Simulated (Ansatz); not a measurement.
**Response to strain in ZnTe**

Start from ZnTe in the zinc blende structure (space group F-43m, No. 216).

```
ZnTe
1.0
    0.00000     3.08955     3.08955
    3.08955     0.00000     3.08955
    3.08955     3.08955     0.00000
Te Zn
1 1
Direct
  0.75000   0.75000   0.75000
  0.00000   0.00000   0.00000
```

Cartesian axes are those of the cell as printed.

Strains are applied to the cell and any free atomic positions relax; under biaxial strain the out-of-plane vector relaxes too.

Computed with PBE (Ansatz, a first-principles code, PAW, scalar-relativistic without spin-orbit coupling).

Candidates:
(a) tensor shear ε_yz = +0.73 %
(b) isotropic strain −2.62 %
(c) uniaxial strain ε_xx = −2.72 %
(d) biaxial strain +1.93 %, plane normal [110], relaxed out of plane

Notes on the quantities. energy relative to the base: free energy F.

### Question
Order them by energy relative to the base, lowest first.

### Answer
(a) tensor shear ε_yz = +0.73 % (+0.6 meV/atom), (c) uniaxial strain ε_xx = −2.72 % (+4.4 meV/atom), (d) biaxial strain +1.93 %, plane normal [110], relaxed out of plane (+5.8 meV/atom), (b) isotropic strain −2.62 % (+27 meV/atom)

A biaxial case was relaxed in a doubled cell and then solved in the primitive one. No phonon test of stability was made.
